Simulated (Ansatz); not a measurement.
AgCl (Chlorargyrite):

```
CELL_PARAMETERS angstrom
0.00000 2.73500 2.73500
2.73500 0.00000 2.73500
2.73500 2.73500 0.00000
ATOMIC_POSITIONS crystal
Ag 0.00000 0.00000 0.00000
Cl 0.50000 0.50000 0.50000
```

Base run:

* Program: Ansatz 0.2.0
* Functional: PBE
* Potentials or basis: all-electron LAPW, scalar-relativistic
* Cutoff: 217 eV
* Density cutoff: 868 eV
* Basis error allowed: 0.001 eV/atom
* k mesh: 8 × 8 × 8
* Occupations: fermi-dirac, width 0.05 eV
* Spin: no spin polarisation

Its results: band gap on the k mesh 0.91 eV, indirect (least direct gap 3.32 eV); pressure 3.9 GPa.

After a change of settings the same cell gave: band gap on the k mesh 0.61 eV, indirect (least direct gap 3.09 eV); pressure -3.8 GPa. Which change was it?
A. potentials or basis from all-electron LAPW, scalar-relativistic to all-electron PAW datasets made for the crystal; k mesh from 8 × 8 × 8 to 6 × 6 × 6
B. functional from PBE to LDA
C. functional from PBE to PBEsol
D. k mesh from 8 × 8 × 8 to 5 × 5 × 5; occupations from fermi-dirac, width 0.05 eV to fermi-dirac, width 0.03 eV

B.

LDA binds more tightly than PBE, so the same cell stands under less pressure.

Not every run made on this cell is shown here.
